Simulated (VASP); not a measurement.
# GaN (Fm-3m) in VASP: notebook, part 2 of 2

VASP 6.6.1. The steps go on from the part before.

### Step 3. G0W0 quasiparticle levels, PBE

Input file POSCAR:

```
GaN
1.0
    0.0000000000      2.1352350000      2.1352350000
    2.1352350000      0.0000000000      2.1352350000
    2.1352350000      2.1352350000      0.0000000000
Ga N
1 1
Direct
    0.0000000000      0.0000000000      0.0000000000
    0.5000000000      0.5000000000      0.5000000000
```

Input file INCAR.step1:

```
SYSTEM = GaN
PREC = Accurate ; ENCUT = 450
EDIFF = 1E-8 ; ISMEAR = 0
SIGMA = 0.01 ; LREAL = .FALSE.
LASPH = .TRUE. ; NELM = 80
ALGO = Fast ; LWAVE = .TRUE.
LCHARG = .FALSE. ; GGA = PE
```

Input file INCAR.step2:

```
SYSTEM = GaN
PREC = Accurate ; ENCUT = 450
EDIFF = 1E-8 ; ISMEAR = 0
SIGMA = 0.01 ; LREAL = .FALSE.
LASPH = .TRUE. ; NELM = 1
ALGO = Exact ; LWAVE = .TRUE.
LCHARG = .FALSE. ; GGA = PE
NBANDS = 55 ; LOPTICS = .TRUE.
ISTART = 1
```

Input file INCAR.step3:

```
SYSTEM = GaN
PREC = Accurate ; ENCUT = 450
EDIFF = 1E-8 ; ISMEAR = 0
SIGMA = 0.01 ; LREAL = .FALSE.
LASPH = .TRUE. ; ALGO = EVGW0
LWAVE = .FALSE. ; LCHARG = .FALSE.
GGA = PE ; NELMGW = 1
NBANDS = 55 ; ENCUTGW = 150
NOMEGA = 36 ; PRECFOCK = Fast
ISTART = 1 ; NBANDSGW = 17
```

Input file KPOINTS:

```
regular mesh
0
G
  3 3 3
  0 0 0
```

Potentials or basis: VASP PAW PBE potentials, release 64 (Ga_d_GW, N_GW).

Run with:

```bash
> cat potpaw_PBE.64/Ga_d_GW/POTCAR potpaw_PBE.64/N_GW/POTCAR > POTCAR
> cp INCAR.step1 INCAR
> mpirun -np 1 vasp_std > vasp.out
> cp INCAR.step2 INCAR
> mpirun -np 1 vasp_std > vasp.out
> cp INCAR.step3 INCAR
> mpirun -np 1 vasp_std > vasp.out
```

OUTCAR:

```text
SYSTEM = GaN
   PREC = Accurate
   ENCUT = 450
   EDIFF = 1E-8
   ISMEAR = 0
   LREAL = .FALSE.
   LASPH = .TRUE.
   GGA = PE
   NELMGW = 1
   ENCUTGW = 150
   PRECFOCK = Fast
   ISTART = 1

 Found      4 irreducible k-points:

 Following reciprocal coordinates:
            Coordinates               Weight
  0.000000  0.000000  0.000000      1.000000
  0.333333  0.000000  0.000000      8.000000
  0.333333  0.333333  0.000000      6.000000
 -0.333333  0.333333  0.000000     12.000000
   k-points           NKPTS =      4   k-points in BZ     NKDIM =     27   number of bands    NBANDS=     55
   number of dos      NEDOS =    301   number of ions     NIONS =      2
   total plane-waves  NPLWV =  13824
   dimension x,y,z NGX =    24 NGY =   24 NGZ =   24
   dimension x,y,z NGXF=    48 NGYF=   48 NGZF=   48
   ions per type =               1   1
   NGX,Y,Z   is equivalent  to a cutoff of  13.21, 13.21, 13.21 a.u.
   NGXF,Y,Z  is equivalent  to a cutoff of  26.43, 26.43, 26.43 a.u.
 SYSTEM =  GaN
   PREC   = accura    normal or accurate (medium, high low for compatibility)
   ISTART =      1    job   : 0-new  1-cont  2-samecut
   ICHARG =      0    charge: 1-file 2-atom 10-const
   ISPIN  =      1    spin polarized calculation?
   LNONCOLLINEAR =      F non collinear calculations
   LSORBIT =      F    spin-orbit coupling
   LASPH  =      T    aspherical Exc in radial PAW
   ENCUT  =  450.0 eV  33.07 Ry    5.75 a.u.   5.22  5.22  5.22*2*pi/ulx,y,z
   NELM   =     60;   NELMIN=  2; NELMDL=  0     # of ELM steps
   EDIFF  = 0.1E-07   stopping-criterion for ELM
   LREAL  =      F    real-space projection
   EDIFFG = 0.1E-06   stopping-criterion for IOM
   NSW    =      0    number of steps for IOM
   IBRION =     -1    ionic relax: 0-MD 1-quasi-New 2-CG
   NFREE  =      0    steps in history (QN), initial steepest desc. (CG)
   ISIF   =      0    stress and relaxation
   ISYM   =      3    0-nonsym 1-usesym 2-fastsym
   POTIM  = 0.5000    time-step for ionic-motion
   TEBEG  =    0.0;   TEEND  =   0.0 temperature during run
   PSTRESS=    0.0 pullay stress
   NELECT =      18.0000    total number of electrons
   NUPDOWN=      -1.0000    fix difference up-down
   EMIN   =  10.00;   EMAX   =-10.00  energy-range for DOS
   EFERMI =   0.00;   METHOD = LEGACY
   ISMEAR =     0;   SIGMA  =   0.01  broadening in eV -4-tet -1-fermi 0-gaus
   EFERMI_NEDOS =   21; number of points for ismear=-14 and -15
   IALGO  =     38    algorithm
   IMIX   =      4    mixing-type and parameters
     AMIX     =   0.40;   BMIX     =  1.00
     AMIX_MAG =   1.60;   BMIX_MAG =  1.00
  volume/ion in A,a.u.               =       9.74        65.70
  Fermi-wavevector in a.u.,A,eV,Ry     =   1.594814  3.013761 34.605481  2.543431
  Thomas-Fermi vector in A             =   2.692830
   LORBIT       =      0    0 simple, 1 ext, 2 COOP (PROOUT), +10 PAW based schemes
   GGA     = PE    functional components
   LHFCALC =     T    Hartree Fock is set to
   PRECFOCK=fast      Normal, Fast or Accurate (Low or Medium for compatibility)
   ENCUT4O =  -1.0   cutoff for four orbital integrals eV
   NKREDX  =     1    reduce k-point grid by
   NKREDY  =     1    reduce k-point grid by
   NKREDZ  =     1    reduce k-point grid by
   AEXX    =    1.0000 exact exchange contribution
   HFSCREEN=    0.0000 screening length (either q_TF or 0.3 A-1)
   HFSCREENC=   0.0000 screening length for correlation (either q_TF or 0.3 A-1)
   ENCUTFOCK=  -1.0 apply spherical cutoff to Coloumb kernel
   IVDW    =     0    specifies the selected vdW correction
   LEPSILON=     F    determine dielectric tensor
   LRPA    =     F    only Hartree local field effects (RPA)
   LRPAFORCE           =     F    calculate RPA forces
   ENCUTGW             = 150.0    cutoff for response function in eV
   ENCUTGWSOFT         = 120.0    soft cutoff for Coulomb kernel in GW response function in eV
   ENCUTLF             =  -1.0    cutoff for local field effects
   NELMGW              =     1    number of iterations in solving QP/BSE equation
   NELMHF              =     1    number of iterations in the inner HF iteration
   NKREDLFX            =     1    NKREDLFY  =   1   NKREDLFZ  =   1
 non-spin polarized calculation
 Gauss-broadening in eV      SIGMA  =   0.01
  energy-cutoff  :      450.00
  volume of cell :       19.47
 maximum number of plane-waves:       432
 NGX is ok and might be reduce to    24
  NGX = 12; NGY = 12; NGZ = 12
   NGX = 11   NGY = 11   NGZ = 11
 maximum number of plane-waves:        84

 QP shifts <psi_nk| G(iteration)W_0 |psi_nk>: iteration 1
 for sc-GW calculations column KS-energies equals QP-energies in previous step
 and V_xc(KS)=  KS-energies - (<T + V_ion + V_H > + <T+V_H+V_ion>^1  + <V_x>^1)

 k-point   1 :       0.0000    0.0000    0.0000
  band No.  KS-energies  QP-energies   sigma(KS)   V_xc(KS)     V^pw_x(r,r')   Z            occupation Imag(sigma)

      1      -9.5376     -10.4548     -15.6439     -14.4207     -24.1393       0.7499       2.0000       1.5678
      2      -6.8856      -9.6035     -25.3794     -21.6616     -35.0060       0.7310       2.0000       0.3054
      3      -6.8856      -9.6035     -25.3794     -21.6616     -35.0060       0.7310       2.0000       0.3054
      4      -6.8856      -9.6035     -25.3794     -21.6616     -35.0060       0.7310       2.0000       0.3054
      5      -6.7935      -9.5784     -25.6540     -21.8539     -35.4739       0.7328       2.0000       0.3548
      6      -6.7935      -9.5784     -25.6540     -21.8539     -35.4739       0.7328       2.0000       0.3548
[... 9 lines left out ...]
     16      22.6723      23.4611     -11.5658     -12.5947      -4.4060       0.7667       0.0000      -0.6609
     17      23.3076      23.4271      -8.8343      -8.9869      -2.3546       0.7830       0.0000      -0.4179

 k-point   2 :       0.3333    0.0000    0.0000
  band No.  KS-energies  QP-energies   sigma(KS)   V_xc(KS)     V^pw_x(r,r')   Z            occupation Imag(sigma)

      1      -7.6677      -8.5792     -16.8668     -15.5741     -25.1861       0.7052       2.0000       1.1932
      2      -6.9641      -9.6659     -25.3191     -21.6024     -35.0834       0.7269       2.0000       0.3626
      3      -6.9641      -9.6659     -25.3191     -21.6024     -35.0834       0.7269       2.0000       0.3626
      4      -6.9019      -9.4143     -24.5139     -21.0538     -33.9943       0.7261       2.0000       0.3928
      5      -6.7247      -9.4802     -25.6360     -21.8787     -35.3416       0.7334       2.0000       0.3138
      6      -6.7247      -9.4802     -25.6360     -21.8787     -35.3416       0.7334       2.0000       0.3138
[... 9 lines left out ...]
     16      26.4436      27.0188     -11.6008     -12.3249      -5.1568       0.7942       0.0000      -0.6300
     17      32.8236      33.5159     -10.7249     -11.5740      -3.2433       0.8154       0.0000      -1.2992

 k-point   3 :       0.3333    0.3333    0.0000
  band No.  KS-energies  QP-energies   sigma(KS)   V_xc(KS)     V^pw_x(r,r')   Z            occupation Imag(sigma)

      1      -8.2414      -9.9362     -20.6631     -18.2900     -29.9334       0.7142       2.0000       0.8833
      2      -7.0062      -9.6881     -25.1531     -21.4681     -34.7429       0.7278       2.0000       0.3112
      3      -6.7184      -9.5173     -25.7436     -21.9390     -35.5847       0.7357       2.0000       0.3553
      4      -6.7057      -9.4520     -25.6034     -21.8683     -35.2663       0.7353       2.0000       0.3035
      5      -6.7057      -9.4520     -25.6034     -21.8683     -35.2663       0.7353       2.0000       0.3035
      6      -5.6748      -7.4012     -20.9824     -18.6040     -29.5240       0.7259       2.0000       0.7008
[... 9 lines left out ...]
     16      33.7031      34.6270     -11.2325     -12.3381      -4.0704       0.8356       0.0000      -1.2904
     17      33.7031      34.6270     -11.2325     -12.3381      -4.0704       0.8356       0.0000      -1.2904

 k-point   4 :      -0.3333    0.3333    0.0000
  band No.  KS-energies  QP-energies   sigma(KS)   V_xc(KS)     V^pw_x(r,r')   Z            occupation Imag(sigma)

      1      -7.8768      -9.8888     -22.4056     -19.5695     -31.9332       0.7094       2.0000       0.6882
      2      -6.9394      -9.6072     -25.0884     -21.4322     -34.6613       0.7297       2.0000       0.3252
      3      -6.8688      -9.6056     -25.4756     -21.7284     -35.3046       0.7304       2.0000       0.3737
      4      -6.8067      -9.5170     -25.3630     -21.6602     -34.9837       0.7320       2.0000       0.3146
      5      -6.6877      -9.4417     -25.6411     -21.9037     -35.3089       0.7369       2.0000       0.2996
      6      -4.5080      -5.9528     -20.8877     -18.9229     -29.2231       0.7354       2.0000       0.7616
[... 9 lines left out ...]
     16      30.1108      30.8570     -11.1028     -12.0552      -3.8149       0.7835       0.0000      -1.1110
     17      34.9388      35.9824     -12.0464     -13.3243      -4.4134       0.8166       0.0000      -1.5325
```

Run time: 8.9 s. Hardware: 1 thread of Intel Xeon 6975P-C (Granite Rapids), shared host; peak memory 0.14 GiB.

The run converged, but some of its settings lie outside the range that counts as converged, so its numbers aren't taken as properties of the crystal.

Results:

```
Band gap on the k mesh, mean-field level : 2.07 eV, indirect (least direct gap 2.26 eV)
Quasiparticle gap                        : 3.02 eV
Least direct quasiparticle gap           : 3.18 eV
```

Caveat: the k mesh is coarse (spacing up to 0.85 Å⁻¹), so the values aren't converged; the cutoff is under 1.25 times the usual one of these potentials, so pressure, stress and relaxed cells hold a basis-set (Pulay) error; bands, screening cutoff and mesh are small and nothing is extrapolated, so the quasiparticle values aren't converged; an odd mesh through Γ misses points on the zone boundary, where band edges often lie.

### Step 4. The reference run

An earlier run on the cell as given: functional PBE; potentials or basis VASP PAW PBE potentials, release 64 (Ga_d, N); cutoff 520 eV; k mesh 11 × 11 × 11; occupations fermi-dirac, width 0.05 eV; no spin polarisation.

* Pressure: 0.4 GPa
* Band gap on the k mesh: 0.54 eV, indirect (least direct gap 2.37 eV)
